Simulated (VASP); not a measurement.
# BN: relaxation of cell and atoms with PBE+D3(BJ)

The system is BN.

```xyz
4
Lattice="2.5068 0.0000 0.0000 -1.2534 2.1709 0.0000 0.0000 0.0000 6.5964" Properties=species:S:1:pos:R:3 pbc="T T T"
B     0.0000    1.4473    1.6491
B     1.2534    0.7236    4.9473
N     0.0000    1.4473    4.9473
N     1.2534    0.7236    1.6491
```

```
Program                : VASP 6.6.1
Task                   : relaxation of cell and atoms
Functional             : PBE
Dispersion             : D3(BJ)
Potentials or basis    : VASP PAW PBE potentials, release 64 (B, N)
Cutoff                 : 520 eV
k mesh                 : 6 × 6 × 2
Occupations            : gaussian, width 0.02 eV
Spin                   : no spin polarisation
Further INCAR settings : ALGO = Normal; EDIFF = 1e-07; IBRION = 2; EDIFFG = -0.002; NSW = 80; ISIF = 3
```

| Item | Value |
| --- | --- |
| Pressure after relaxing | 0.0 GPa |
| Band gap on the k mesh | 4.26 eV, indirect (least direct gap 4.63 eV) |
| Dispersion energy per atom | -0.142 eV |

Final structure:
```
B N
1.0
     2.50675    0.00000    0.00000
    -1.25338    2.17091    0.00000
     0.00000    0.00000    6.59639
B N
2 2
Direct
  0.33333 0.66667 0.25000
  0.66667 0.33333 0.75000
  0.33333 0.66667 0.75000
  0.66667 0.33333 0.25000
```

Levels at points of the mesh, in eV from the valence-band top:
| k point | band 5 | band 6 | band 7 | band 8 | band 9 | band 10 | band 11 | band 12 |
| --- | --- | --- | --- | --- | --- | --- | --- | --- |
| (0.00, 0.00, 0.00) | -1.33 | -1.33 | -1.29 | -1.29 | 5.30 | 10.38 | 11.52 | 11.52 |
| (0.50, 0.00, 0.00) | -4.14 | -4.07 | -1.46 | -0.41 | 4.26 | 5.67 | 9.51 | 9.92 |
| (0.00, 0.00, 0.50) | -1.31 | -1.31 | -1.31 | -1.31 | 7.70 | 7.70 | 11.58 | 11.58 |
| (0.50, 0.00, 0.50) | -4.10 | -4.10 | -0.91 | -0.91 | 4.73 | 4.73 | 9.89 | 9.89 |

Wall time 20 s on 1 thread of AMD EPYC 7R43 64-Core Processor (Zen 3), with other jobs on the host, peak memory 0.11 GiB.

Caveat: the k mesh is coarse (spacing up to 0.48 Å⁻¹), so the values aren't converged; the relaxation stopped at its first step, so nothing moved. Expect the measured gap to be larger: semilocal functionals such as PBE lack the derivative discontinuity.
